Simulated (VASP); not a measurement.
Here is a VASP 6.6.1 calculation.

POSCAR

```
TiC
1.0
    3.0420900000      0.0000000000      0.0000000000
   -1.5210400000      2.6345200000      0.0000000000
    0.0000000000      0.0000000000      2.6979700000
Ti C
1 1
Direct
    0.0000000000      0.0000000000      0.5000000000
    0.3333300000      0.6666700000      0.0000000000
```

The input INCAR.step1:

```
ALGO = Normal
EDIFF = 1E-5
ENCUT = 520
GGA = PE
ISIF = 2
ISMEAR = -1
LASPH = True
LCHARG = False
LMAXMIX = 4
LREAL = False
LWAVE = True
NELM = 100
PREC = Accurate
SIGMA = 0.05
```

The input INCAR.step2:

```
AEXX = 0.25
ALGO = Normal
EDIFF = 1E-6
ENCUT = 520
HFRCUT = -1
ISIF = 2
ISMEAR = -1
ISTART = 1
LASPH = True
LCHARG = False
LHFCALC = True
LMAXMIX = 4
LMIXTAU = True
LREAL = False
LWAVE = False
METAGGA = SCAN
NELM = 100
PREC = Accurate
PRECFOCK = Fast
SIGMA = 0.05
```

File KPOINTS:

```
k-points
0
Gamma
  5 5 5
```

Contents of KPOINTS_OPT:

```
path GMKGALHA,LM,KH
10
line-mode
reciprocal
 0.0000000000  0.0000000000  0.0000000000  G
 0.5000000000  0.0000000000  0.0000000000  M

 0.5000000000  0.0000000000  0.0000000000  M
 0.3333333333  0.3333333333  0.0000000000  K

 0.3333333333  0.3333333333  0.0000000000  K
 0.0000000000  0.0000000000  0.0000000000  G

 0.0000000000  0.0000000000  0.0000000000  G
 0.0000000000  0.0000000000  0.5000000000  A

 0.0000000000  0.0000000000  0.5000000000  A
 0.5000000000  0.0000000000  0.5000000000  L

 0.5000000000  0.0000000000  0.5000000000  L
 0.3333333333  0.3333333333  0.5000000000  H

 0.3333333333  0.3333333333  0.5000000000  H
 0.0000000000  0.0000000000  0.5000000000  A

 0.5000000000  0.0000000000  0.5000000000  L
 0.5000000000  0.0000000000  0.0000000000  M

 0.3333333333  0.3333333333  0.0000000000  K
 0.3333333333  0.3333333333  0.5000000000  H
```

Potentials or basis: VASP PAW PBE potentials, release 64 (Ti_sv, C).

Command:

```console
$ cat potpaw_PBE.64/Ti_sv/POTCAR potpaw_PBE.64/C/POTCAR > POTCAR
$ cp INCAR.step1 INCAR
$ mpirun -np 1 vasp_std > vasp.out
$ cp INCAR.step2 INCAR
$ mpirun -np 1 vasp_std > vasp.out
```

**Question.** What does it give for the pressure?

**Answer.** -6.1 GPa.

**Question.** What does it give for the band gap along the path?

**Answer.** None (metal or under the smearing width).

Levels at the corners of the path, in eV from the Fermi level:
| point | band 5 | band 6 | band 7 | band 8 | band 9 | band 10 | band 11 | band 12 |
| --- | --- | --- | --- | --- | --- | --- | --- | --- |
| Γ | -14.68 | -2.37 | -2.37 | -1.34 | 3.31 | 4.65 | 4.65 | 7.46 |
| M | -12.02 | -6.36 | -0.81 | -0.81 | -0.33 | 4.22 | 5.01 | 5.32 |
| M | -12.02 | -6.36 | -0.81 | -0.81 | -0.33 | 4.22 | 5.01 | 5.32 |
| K | -11.65 | -4.87 | -4.37 | -0.61 | 3.18 | 3.53 | 3.56 | 4.97 |
| K | -11.65 | -4.87 | -4.37 | -0.61 | 3.18 | 3.53 | 3.56 | 4.97 |
| Γ | -14.68 | -2.37 | -2.37 | -1.34 | 3.31 | 4.65 | 4.65 | 7.46 |
| Γ | -14.68 | -2.37 | -2.37 | -1.34 | 3.31 | 4.65 | 4.65 | 7.46 |
| A | -11.18 | -7.09 | -1.14 | -1.14 | 2.31 | 2.31 | 6.09 | 6.36 |
| A | -11.18 | -7.09 | -1.14 | -1.14 | 2.31 | 2.31 | 6.09 | 6.42 |
| L | -11.06 | -5.29 | -3.74 | -3.26 | 2.63 | 4.89 | 6.03 | 7.11 |
| L | -11.06 | -5.29 | -3.74 | -3.26 | 2.63 | 4.89 | 6.03 | 7.11 |
| H | -10.81 | -5.84 | -5.01 | -1.33 | 2.44 | 5.72 | 6.25 | 7.14 |
| H | -10.81 | -5.84 | -5.01 | -1.33 | 2.44 | 5.72 | 6.25 | 7.14 |
| A | -11.18 | -7.09 | -1.14 | -1.14 | 2.31 | 2.31 | 6.09 | 6.31 |
| L | -11.06 | -5.29 | -3.74 | -3.26 | 2.63 | 4.89 | 6.03 | 7.11 |
| M | -12.02 | -6.36 | -0.81 | -0.81 | -0.33 | 4.22 | 5.01 | 5.32 |
| K | -11.65 | -4.87 | -4.37 | -0.61 | 3.18 | 3.53 | 3.56 | 4.97 |
| H | -10.81 | -5.84 | -5.01 | -1.33 | 2.44 | 5.72 | 6.25 | 7.14 |

Caveat: the k mesh is coarse (spacing up to 0.48 Å⁻¹), so the values aren't converged, least of all with exact exchange; the PAW data sets were made with another functional, which shifts forces and pressure a little.
